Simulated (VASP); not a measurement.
# Ta (Im-3m) in VASP: notebook

One crystal, Ta, is run at these levels: PBE; tasks: relaxation of cell and atoms.

Everything below comes from runs of VASP 6.6.1. Logs are shortened: lines on timing, memory, paths and dates and some standing lists are left out, and cuts for length are marked.

**1. The crystal as given**

It takes space group Im-3m (No. 229, cubic). The conventional cell has a = 3.310 Å, b = 3.310 Å, c = 3.310 Å, α = 90.00°, β = 90.00°, γ = 90.00°. Ta (site symmetry m-3m) is surrounded by 8 Ta at 2.87 Å.

**2. Relaxation of cell and atoms, PBE**

Contents of INCAR:

```
PREC = Accurate
ENCUT = 600
EDIFF = 1E-6
ISMEAR = 1
SIGMA = 0.1
LREAL = False
LASPH = True
NELM = 120
ALGO = Normal
ISIF = 3
LWAVE = False
LCHARG = False
GGA = PE
IBRION = 2
NSW = 80
EDIFFG = -0.005
KPAR = 2
```

Contents of KPOINTS:

```
regular mesh
0
Gamma
  18 18 18
```

Contents of POSCAR:

```
Ta
1.0
   -1.6549278000      1.6549278000      1.6549278000
    1.6549278000     -1.6549278000      1.6549278000
    1.6549278000      1.6549278000     -1.6549278000
Ta
1
Direct
    0.0000000000      0.0000000000      0.0000000000
```

Potentials or basis: VASP PAW PBE potentials, release 64 (Ta_pv).

The run is started by

```sh
$ cat potpaw_PBE.64/Ta_pv/POTCAR > POTCAR
$ mpirun -np 2 vasp_std > vasp.out
```

OUTCAR:

```text
PREC = Accurate
   ENCUT = 600
   EDIFF = 1E-6
   ISMEAR = 1
   LREAL = False
   LASPH = True
   NELM = 120
   ISIF = 3
   GGA = PE
   IBRION = 2
   NSW = 80
   EDIFFG = -0.005

 ion  position               nearest neighbor table
   1  0.000  0.000  0.000-

  LATTYP: Found a body centered cubic cell.
 ALAT       =     3.3098556000

  Lattice vectors:

 A1 = (  -1.6549278000,   1.6549278000,   1.6549278000)
 A2 = (   1.6549278000,  -1.6549278000,   1.6549278000)
 A3 = (   1.6549278000,   1.6549278000,  -1.6549278000)

Analysis of symmetry for initial positions (statically):
=====================================================================
 Subroutine PRICEL returns:
 Original cell was already a primitive cell.

 Routine SETGRP: Setting up the symmetry group for a
 body centered cubic supercell.

 Subroutine GETGRP returns: Found 48 space group operations
 (whereof 48 operations were pure point group operations)
 out of a pool of 48 trial point group operations.

The static configuration has the point symmetry O_h .

Analysis of symmetry for dynamics (positions and initial velocities):
=====================================================================
 Subroutine PRICEL returns:
 Original cell was already a primitive cell.

 Routine SETGRP: Setting up the symmetry group for a
 body centered cubic supercell.

 Subroutine GETGRP returns: Found 48 space group operations
 (whereof 48 operations were pure point group operations)
 out of a pool of 48 trial point group operations.

The dynamic configuration has the point symmetry O_h .

 Subroutine INISYM returns: Found 48 space group operations
 (whereof 48 operations are pure point group operations),
 and found     1 'primitive' translations

----------------------------------------------------------------------------------------

                                     Primitive cell

  volume of cell :      18.1300

  direct lattice vectors                    reciprocal lattice vectors
    -1.654927800  1.654927800  1.654927800     0.000000000  0.302127984  0.302127984
     1.654927800 -1.654927800  1.654927800     0.302127984  0.000000000  0.302127984
     1.654927800  1.654927800 -1.654927800     0.302127984  0.302127984  0.000000000

  length of vectors
     2.866419032  2.866419032  2.866419032     0.427273493  0.427273493  0.427273493

  position of ions in fractional coordinates (direct lattice)
     0.000000000  0.000000000  0.000000000

  ion indices of the primitive-cell ions
   primitive index   ion index
                 1           1

----------------------------------------------------------------------------------------

 KPOINTS: regular mesh

Automatic generation of k-mesh.
 Grid dimensions read from file:
 generate k-points for:   18   18   18

 Generating k-lattice:

  Cartesian coordinates                     Fractional coordinates (reciprocal lattice)
     0.000000000  0.016784888  0.016784888     0.055555556  0.000000000  0.000000000
     0.016784888  0.000000000  0.016784888     0.000000000  0.055555556  0.000000000
     0.016784888  0.016784888  0.000000000     0.000000000  0.000000000  0.055555556

  Length of vectors
     0.023737416  0.023737416  0.023737416

  Shift w.r.t. Gamma in fractional coordinates (k-lattice)
     0.000000000  0.000000000  0.000000000

 Subroutine IBZKPT returns following result:
 ===========================================

 Found    195 irreducible k-points:

 Following reciprocal coordinates:
            Coordinates               Weight
  0.000000  0.000000  0.000000      1.000000
  0.055556  0.000000  0.000000     12.000000
  0.111111  0.000000  0.000000     12.000000
  0.166667  0.000000  0.000000     12.000000
  0.222222  0.000000  0.000000     12.000000
  0.277778  0.000000  0.000000     12.000000
[... 16 lines left out ...]
  0.333333  0.111111  0.000000     48.000000
  0.388889  0.111111  0.000000     48.000000
 [... further k-points ...]
   k-points           NKPTS =    195   k-points in BZ     NKDIM =    195   number of bands    NBANDS=      9
   number of dos      NEDOS =    301   number of ions     NIONS =      1
   total plane-waves  NPLWV =  13824
   dimension x,y,z NGX =    24 NGY =   24 NGZ =   24
   dimension x,y,z NGXF=    48 NGYF=   48 NGZF=   48
   ions per type =               1
   NGX,Y,Z   is equivalent  to a cutoff of  13.92, 13.92, 13.92 a.u.
   NGXF,Y,Z  is equivalent  to a cutoff of  27.84, 27.84, 27.84 a.u.
 SYSTEM =  unknown system
   PREC   = accura    normal or accurate (medium, high low for compatibility)
   ISTART =      0    job   : 0-new  1-cont  2-samecut
   ICHARG =      2    charge: 1-file 2-atom 10-const
   ISPIN  =      1    spin polarized calculation?
   LNONCOLLINEAR =      F non collinear calculations
   LSORBIT =      F    spin-orbit coupling
   LASPH  =      T    aspherical Exc in radial PAW
   ENCUT  =  600.0 eV  44.10 Ry    6.64 a.u.   5.72  5.72  5.72*2*pi/ulx,y,z
   NELM   =    120;   NELMIN=  2; NELMDL= -5     # of ELM steps
   EDIFF  = 0.1E-05   stopping-criterion for ELM
   LREAL  =      F    real-space projection
   EDIFFG = -.5E-02   stopping-criterion for IOM
   NSW    =     80    number of steps for IOM
   IBRION =      2    ionic relax: 0-MD 1-quasi-New 2-CG
   NFREE  =      1    steps in history (QN), initial steepest desc. (CG)
   ISIF   =      3    stress and relaxation
   ISYM   =      2    0-nonsym 1-usesym 2-fastsym
   POTIM  = 0.5000    time-step for ionic-motion
   TEBEG  =    0.0;   TEEND  =   0.0 temperature during run
   PSTRESS=    0.0 pullay stress
   NELECT =      11.0000    total number of electrons
   NUPDOWN=      -1.0000    fix difference up-down
   EMIN   =  10.00;   EMAX   =-10.00  energy-range for DOS
   EFERMI =   0.00;   METHOD = LEGACY
   ISMEAR =     1;   SIGMA  =   0.10  broadening in eV -4-tet -1-fermi 0-gaus
   EFERMI_NEDOS =   21; number of points for ismear=-14 and -15
   IALGO  =     38    algorithm
   IMIX   =      4    mixing-type and parameters
     AMIX     =   0.40;   BMIX     =  1.00
     AMIX_MAG =   1.60;   BMIX_MAG =  1.00
  volume/ion in A,a.u.               =      18.13       122.35
  Fermi-wavevector in a.u.,A,eV,Ry     =   1.385926  2.619020 26.133943  1.920791
  Thomas-Fermi vector in A             =   2.510290
   LORBIT       =      0    0 simple, 1 ext, 2 COOP (PROOUT), +10 PAW based schemes
   GGA     = PE    functional components
   LHFCALC =     F    Hartree Fock is set to
   AEXX    =    0.0000 exact exchange contribution
   IVDW    =     0    specifies the selected vdW correction
   LEPSILON=     F    determine dielectric tensor
   LRPA    =     F    only Hartree local field effects (RPA)
 conjugate gradient relaxation of ions
 non-spin polarized calculation
 Methfessel and Paxton  Order N= 1 SIGMA  =   0.10
  energy-cutoff  :      600.00
  volume of cell :       18.13
 maximum number of plane-waves:       622
   NGX = 11   NGY = 11   NGZ = 11

--------------------------------------- Ionic step        1  -------------------------------------------

 number of electron      11.0000001 magnetization

 Free energy of the ion-electron system (eV)
  ---------------------------------------------------
  ext. energy  EPLUGINS =         0.00000000
  ---------------------------------------------------
  free energy    TOTEN  =       -11.81266112 eV

  energy without entropy =      -11.81286674  energy(sigma->0) =      -11.81272966

------------------------ aborting loop because EDIFF is reached ----------------------------------------

  FORCE on cell =-STRESS in cart. coord.  units (eV):
  Direction    XX          YY          ZZ          XY          YZ          ZX
  --------------------------------------------------------------------------------------
  -------------------------------------------------------------------------------------
  Total        0.1956732      0.1956732      0.1956732     -0.0000000      0.0000000      0.0000000
  in kB       17.2919860     17.2919860     17.2919860     -0.0000000      0.0000000      0.0000000
  external PRESSURE =      17.2919860 kB  Pullay stress =       0.0000000 kB
[... 55 lines left out ...]
  energy  without entropy=      -11.8098681687  energy(sigma->0) =      -11.80947625

--------------------------------------- Ionic step        3  -------------------------------------------

 number of electron      11.0000001 magnetization

 Free energy of the ion-electron system (eV)
  ---------------------------------------------------
  ext. energy  EPLUGINS =         0.00000000
  ---------------------------------------------------
  free energy    TOTEN  =       -11.81350208 eV

  energy without entropy =      -11.81385040  energy(sigma->0) =      -11.81361819

 E-fermi :   5.3776     XC(G=0): -12.5400

 val. band max:        5.3744624315   @ k =   0.3333   0.1667   0.0556
 cond. band min:       5.3900054425   @ k =  -0.2778   0.3889   0.1111
 fundamental gap:      0.0155430110
 Fermi energy:         5.3776349392

 k-point     1 :       0.0000    0.0000    0.0000
  band No.  band energies     occupation
      1     -27.7682      2.00000
      2     -27.7682      2.00000
      3     -27.7682      2.00000
      4      -2.4942      2.00000
      5       6.0979     -0.00000
      6       6.0979     -0.00000
      7       6.0979     -0.00000
      8       9.3170      0.00000
      9       9.3170      0.00000
[... 265 lines left out ...]
 k-point    24 :       0.3889    0.1111    0.0000
  band No.  band energies     occupation
      1     -28.8149      2.00000
      2     -28.1599      2.00000
      3     -27.8237      2.00000
      4       1.4367      2.00000
      5       3.9818      2.00000
      6       5.9781     -0.00000
      7       9.0628      0.00000
      8      10.3289      0.00000
      9      13.1131      0.00000

 [... further k-points ...]
[... 5 lines left out ...]
  --------------------------------------------------------------------------------------
  -------------------------------------------------------------------------------------
  Total        0.0000104      0.0000104      0.0000104     -0.0000000      0.0000000     -0.0000000
  in kB        0.0009111      0.0009111      0.0009111     -0.0000000      0.0000000     -0.0000000
  external PRESSURE =       0.0009111 kB  Pullay stress =       0.0000000 kB
[... 16 lines left out ...]
  FREE ENERGIE OF THE ION-ELECTRON SYSTEM (eV)
  ---------------------------------------------------
  free  energy   TOTEN  =       -11.8135020845 eV

  energy  without entropy=      -11.8138504033  energy(sigma->0) =      -11.81361819

 reached required accuracy - stopping structural energy minimisation
```

Run time: 20 s. Hardware: 2 MPI ranks of AMD EPYC 9R45 (Zen 5), shared host; peak memory 0.15 GiB.

Results:

```
Free energy                            : -11.8135 eV
Relaxed volume                         : 18.29 Å³/atom
Relaxed cell                           : a = 2.875 Å, b = 2.875 Å, c = 2.875 Å, α = 109.47°, β = 109.47°, γ = 109.47°
Space group after relaxing (to 0.05 Å) : Im-3m (No. 229)
Energy gained by relaxing              : 0.8 meV/atom
Ionic steps                            : 3
Pressure after relaxing                : 0.0 GPa
Band gap on the k mesh                 : none (metal or under the smearing width)
```

The path:
```csv
step,energy change (eV),largest force (eV/Å),pressure (GPa),volume (Å³)
1,0.0000,0.0000,1.73,18.13
2,0.0034,0.0000,-3.69,18.65
3,-0.0008,0.0000,0.00,18.29
```

Final structure:
```cif
data_structure
_symmetry_space_group_name_H-M 'P 1'
_symmetry_Int_Tables_number 1
_cell_length_a 2.8748
_cell_length_b 2.8748
_cell_length_c 2.8748
_cell_angle_alpha 109.471
_cell_angle_beta 109.471
_cell_angle_gamma 109.471
_cell_volume 18.29
loop_
_atom_site_label
_atom_site_type_symbol
_atom_site_fract_x
_atom_site_fract_y
_atom_site_fract_z
_atom_site_occupancy
Ta1 Ta 0.00000 0.00000 0.00000 1
```

**3. Relaxation of cell and atoms, PBE**

This run uses another cell than the first one, of 18.29 Å³/atom, 1.009 times its volume.

INCAR is that of step 2.

KPOINTS is that of step 2.

Contents of POSCAR:

```
Ta                                      
1.0
   -1.6597422921      1.6597422921      1.6597422921
    1.6597422921     -1.6597422921      1.6597422921
    1.6597422921      1.6597422921     -1.6597422921
  Ta            
     1
Direct
     0.0000000000000000    0.0000000000000000    0.0000000000000000
```

Potentials or basis: VASP PAW PBE potentials, release 64 (Ta_pv).

The run is started by

```sh
$ cat potpaw_PBE.64/Ta_pv/POTCAR > POTCAR
$ mpirun -np 2 vasp_std > vasp.out
```

Run time: 10 s. Hardware: 2 MPI ranks of AMD EPYC 9R45 (Zen 5), shared host; peak memory 0.13 GiB.

Results (log left out):

- Free energy: -11.8135 eV
- Pressure after relaxing: 0.0 GPa
- Band gap on the k mesh: none (metal or under the smearing width)

Final structure:
```yaml
crystal:
  lattice:
    - [-1.65974, 1.65974, 1.65974]
    - [1.65974, -1.65974, 1.65974]
    - [1.65974, 1.65974, -1.65974]
  atoms:
    - { symbol: Ta, position: [0.00000, 0.00000, 0.00000] }
```

Levels at points of the mesh, in eV from the Fermi level:
| k point | band 1 | band 2 | band 3 | band 4 | band 5 | band 6 | band 7 | band 8 | band 9 |
| --- | --- | --- | --- | --- | --- | --- | --- | --- | --- |
| (0.00, 0.00, 0.00) | -33.15 | -33.15 | -33.15 | -7.87 | 0.72 | 0.72 | 0.72 | 3.94 | 3.94 |
| (0.50, 0.00, 0.00) | -34.26 | -33.51 | -33.15 | -4.32 | -1.51 | 1.50 | 3.81 | 4.82 | 7.63 |
| (0.50, 0.50, 0.50) | -33.93 | -33.93 | -33.93 | -3.73 | -3.73 | 6.70 | 6.70 | 6.70 | 8.50 |

Caveat: the relaxation stopped at its first step, so nothing moved. Spin-orbit coupling is left out, which matters for the levels of Ta.
